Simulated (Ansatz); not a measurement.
# Si: the band gap up the ladder of functionals

The task here is to estimate one member of a computed series from the others.

The runs shown are made with Ansatz 0.2.0. PAW datasets, plane waves. All values are calculated for a non-magnetic cell, which may be hypothetical.

## The system as given

The cell was relaxed beforehand with r2SCAN.

It is hexagonal, P6_3/mmc (No. 194); a = 3.840 Å, c = 12.624 Å in the conventional setting, 20.15 Å³ an atom. Si has 4 Si at 2.35 Å; Si has 4 Si at 2.35–2.38 Å.

As a file:

```cif
data_structure
_symmetry_space_group_name_H-M 'P 1'
_symmetry_Int_Tables_number 1
_cell_length_a 3.8402
_cell_length_b 3.8402
_cell_length_c 12.6238
_cell_angle_alpha 90.000
_cell_angle_beta 90.000
_cell_angle_gamma 120.000
_cell_volume 161.22
loop_
_atom_site_label
_atom_site_type_symbol
_atom_site_fract_x
_atom_site_fract_y
_atom_site_fract_z
_atom_site_occupancy
Si1 Si 0.00000 0.00000 0.00055 1
Si2 Si 0.33333 0.66667 0.24967 1
Si3 Si 0.00000 0.00000 0.50055 1
Si4 Si 0.66667 0.33333 0.74967 1
Si5 Si 0.00000 0.00000 0.18695 1
Si6 Si 0.33333 0.66667 0.43783 1
Si7 Si 0.00000 0.00000 0.68695 1
Si8 Si 0.66667 0.33333 0.93783 1
```

The first run:

File input.yaml:

```yaml
crystal:
  lattice:
    - [3.8401543716, 0.0, 0.0]
    - [-1.9200771858, 3.3256712403, 0.0]
    - [0.0, 0.0, 12.6238085319]
  atoms:
    - { symbol: Si, position: [0.0, 0.0, 0.0005505996] }
    - { symbol: Si, position: [0.3333333333, 0.6666666667, 0.2496671954] }
    - { symbol: Si, position: [0.0, 0.0, 0.5005505996] }
    - { symbol: Si, position: [0.6666666667, 0.3333333333, 0.7496671954] }
    - { symbol: Si, position: [0.0, 0.0, 0.1869494004] }
    - { symbol: Si, position: [0.3333333333, 0.6666666667, 0.4378328046] }
    - { symbol: Si, position: [0.0, 0.0, 0.6869494004] }
    - { symbol: Si, position: [0.6666666667, 0.3333333333, 0.9378328046] }
kpoints:
  mp_grid: { grid: [12, 12, 2] }
  band_path:
    path:
      - [[0.0, 0.0, 0.0], [0.5, -8.542565679184e-18, 5.49771612674e-19], [0.3333333333333, 0.3333333333333, 3.665144084493e-19], [0.0, 0.0, 0.0], [1.254319111481e-36, -6.533094643849e-37, 0.5], [0.5, -8.555289134512e-18, 0.5], [0.3333333333333, 0.3333333333333, 0.5], [1.254319111481e-36, -6.533094643849e-37, 0.5]]
      - [[0.5, -8.555289134512e-18, 0.5], [0.5, -8.542565679184e-18, 5.49771612674e-19]]
      - [[0.3333333333333, 0.3333333333333, 0.5], [0.3333333333333, 0.3333333333333, 3.665144084493e-19]]
    npoints: 10
hamiltonian:
  xc: pbe
scf:
  occupations: { method: fermi_dirac, width: 0.02 }
  n_extra_bands: 6
output:
  forces: true
  stress: true
  eigenvalues: true
```

Command:

```console
ansatz run input.yaml --threads 2 --pin off --max-ram 29491MiB --backend cpu --events-out ev --progress --plain --runs-dir out
```

Among the steps run: PBE band path; r2SCAN at the same geometry; HSE06 at the same geometry; PBE0 at the same geometry.

One of the session's tables, all rows but one given; the rest of the session is left out.

| level | gap (eV) |
| --- | --- |
| PBE | 0.57 |
| r2SCAN | ? |
| HSE06 | 1.12 |
| PBE0 | 1.78 |

**Question.** Estimate the row for r2SCAN.

As computed: gap (eV): 0.76. In the column «gap (eV)» it lies between PBE (0.57) and HSE06 (1.12).

Meshes: PBE 12×12×2, r2SCAN 12×12×2, HSE06 6×6×2, PBE0 6×6×2

The gap runs from 0.57 eV (PBE) to 1.78 eV (PBE0). Against HSE06, PBE is short by 0.55 eV, at 51 % of it, and r2SCAN 67 %. PBE0 lies 0.65 eV above HSE06, which differs from it by screening the long-range exchange.

Caveats from the session: Warnings in the runs' records: stress exchange threshold loose, stress scf threshold loose.
